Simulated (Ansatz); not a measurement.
BeTe: relaxation of cell and atoms with RPBE+D4

BeTe:

```xyz
2
Lattice="0.0000 2.7700 2.7700 2.7700 0.0000 2.7700 2.7700 2.7700 0.0000" Properties=species:S:1:pos:R:3 pbc="T T T"
Te    4.1550    4.1550    4.1550
Be    0.0000    0.0000    0.0000
```

- Program: Ansatz 0.2.0
- Task: relaxation of cell and atoms
- Functional: RPBE
- Dispersion: D4
- Potentials or basis: Ansatz PAW
- Cutoff: 420 eV (not typed: the program's choice for these potentials)
- k mesh: 8 × 8 × 8
- Occupations: fermi-dirac, width 0.05 eV
- Spin: no spin polarisation

```
Relaxed volume                         : 21.48 Å³/atom
Relaxed cell                           : a = 3.931 Å, b = 3.931 Å, c = 3.931 Å, α = 60.00°, β = 60.00°, γ = 60.00°
Space group after relaxing (to 0.05 Å) : F-43m (No. 216)
Energy gained by relaxing              : 0.5 meV/atom
Ionic steps                            : 4
Pressure after relaxing                : 0.0 GPa
Band gap on the k mesh                 : 1.98 eV, indirect (least direct gap 3.62 eV)
```

The path:
| step | energy change (eV) | largest force (eV/Å) | volume (Å³) |
| --- | --- | --- | --- |
| 1 | 0.0000 | 0.0000 | 42.51 |
| 2 | -0.0008 | 0.0000 | 43.11 |
| 3 | -0.0009 | 0.0000 | 42.96 |
| 4 | -0.0010 | 0.0000 | 42.96 |

Final structure:
```
CELL_PARAMETERS angstrom
0.00000 2.77984 2.77984
2.77984 0.00000 2.77984
2.77984 2.77984 0.00000
ATOMIC_POSITIONS crystal
Te 0.75000 0.75000 0.75000
Be 0.00000 0.00000 0.00000
```

Levels at points of the mesh, in eV from the valence-band top:
| k point | band 5 | band 6 | band 7 | band 8 | band 9 | band 10 | band 11 | band 12 | band 13 |
| --- | --- | --- | --- | --- | --- | --- | --- | --- | --- |
| (0.00, 0.00, 0.00) | -36.32 | -12.54 | 0.00 | 0.00 | 0.00 | 3.62 | 3.62 | 3.62 | 4.21 |
| (0.00, 0.00, -0.50) | -36.32 | -11.10 | -5.77 | -1.20 | -1.20 | 3.24 | 4.63 | 4.63 | 7.95 |
| (0.00, -0.50, -0.50) | -36.32 | -10.56 | -5.32 | -2.78 | -2.78 | 1.98 | 2.67 | 10.06 | 10.06 |

Run time: 9 s on 2 threads of Intel(R) Xeon(R) Processor @ 2.50GHz (Skylake/Cascade Lake) (shared host), peak memory 0.36 GiB.

Caveat: the plane-wave basis is chosen anew once the cell has moved, so the energies of steps on either side of that aren't comparable; spin-orbit coupling is left out, which moves the levels of the heavy elements; the PAW data sets come from PBE, with cores solved anew for the run's functional, which leaves a small shift of forces and pressure. A k mesh can miss the band edges.
